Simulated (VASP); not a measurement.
Here is a VASP 6.6.1 calculation.

Contents of INCAR:

```
SYSTEM = C
  PREC = Accurate
  ENCUT = 520
  EDIFF = 1E-6
  ISMEAR = 0
  SIGMA = 0.02
  LREAL = .FALSE.
  LASPH = .TRUE.
  NELM = 100
  ALGO = Normal
  ISIF = 2
  LWAVE = .FALSE.
  LCHARG = .FALSE.
  METAGGA = R2SCAN
  LMIXTAU = .TRUE.
  NBANDS = 11
```

The input KPOINTS:

```
Automatic mesh
0
G
  12 12 12
  0 0 0
```

POSCAR

```
C
1.0
    0.0000000000      1.7774500000      1.7774500000
    1.7774500000      0.0000000000      1.7774500000
    1.7774500000      1.7774500000      0.0000000000
C
2
Direct
    0.5000000000      0.5000000000      0.5000000000
    0.7500000000      0.7500000000      0.7500000000
```

The input KPOINTS_OPT:

```
path GXWKGLUWLK,UX
20
line-mode
reciprocal
 0.0000000000  0.0000000000  0.0000000000  G
 0.5000000000  0.0000000000  0.5000000000  X

 0.5000000000  0.0000000000  0.5000000000  X
 0.5000000000  0.2500000000  0.7500000000  W

 0.5000000000  0.2500000000  0.7500000000  W
 0.3750000000  0.3750000000  0.7500000000  K

 0.3750000000  0.3750000000  0.7500000000  K
 0.0000000000  0.0000000000  0.0000000000  G

 0.0000000000  0.0000000000  0.0000000000  G
 0.5000000000  0.5000000000  0.5000000000  L

 0.5000000000  0.5000000000  0.5000000000  L
 0.6250000000  0.2500000000  0.6250000000  U

 0.6250000000  0.2500000000  0.6250000000  U
 0.5000000000  0.2500000000  0.7500000000  W

 0.5000000000  0.2500000000  0.7500000000  W
 0.5000000000  0.5000000000  0.5000000000  L

 0.5000000000  0.5000000000  0.5000000000  L
 0.3750000000  0.3750000000  0.7500000000  K

 0.6250000000  0.2500000000  0.6250000000  U
 0.5000000000  0.0000000000  0.5000000000  X
```

Potentials or basis: VASP PAW PBE potentials, release 64 (C).

Command:

```console
$ cat potpaw_PBE.64/C/POTCAR > POTCAR
$ mpirun -np 1 vasp_std > vasp.out
```

Question: Estimate the band gap along the path.

Answer: 4.34 eV, indirect (least direct gap 5.86 eV).

Question: What does it give for the band gap on the k mesh?

Answer: 4.37 eV, indirect (least direct gap 5.86 eV).

Question: Predict the pressure.

Answer: 3.3 GPa.

Levels at the corners of the path, in eV from the valence-band top:
```
point  band 2  band 3  band 4  band 5  band 6  band 7
    Γ    0.00    0.00    0.00    5.86    5.86    5.86
    X  -13.66   -6.72   -6.72    5.02    5.02   18.03
    X  -13.66   -6.72   -6.72    5.02    5.02   18.03
    W  -12.87   -8.80   -8.80   11.30   11.30   13.04
    W  -12.87   -8.80   -8.80   11.30   11.30   13.04
    K  -12.56   -9.84   -5.73    5.99   11.39   15.33
    K  -12.56   -9.84   -5.73    5.99   11.39   15.33
    Γ    0.00    0.00    0.00    5.86    5.86    5.86
    Γ    0.00    0.00    0.00    5.86    5.86    5.86
    L  -14.16   -3.00   -3.00    8.92    8.92    9.27
    L  -14.16   -3.00   -3.00    8.92    8.92    9.27
    U  -12.56   -9.84   -5.73    5.99   11.39   15.33
    U  -12.56   -9.84   -5.73    5.99   11.39   15.33
    W  -12.87   -8.80   -8.80   11.30   11.30   13.04
    W  -12.87   -8.80   -8.80   11.30   11.30   13.04
    L  -14.16   -3.00   -3.00    8.92    8.92    9.27
    L  -14.16   -3.00   -3.00    8.92    8.92    9.27
    K  -12.56   -9.84   -5.73    5.99   11.39   15.33
    U  -12.56   -9.84   -5.73    5.99   11.39   15.33
    X  -13.66   -6.72   -6.72    5.02    5.02   18.03
```

Caveat: the PAW data sets were made with another functional, which shifts forces and pressure a little. r2SCAN opens gaps a little over a GGA but as a rule still falls short of measured ones.
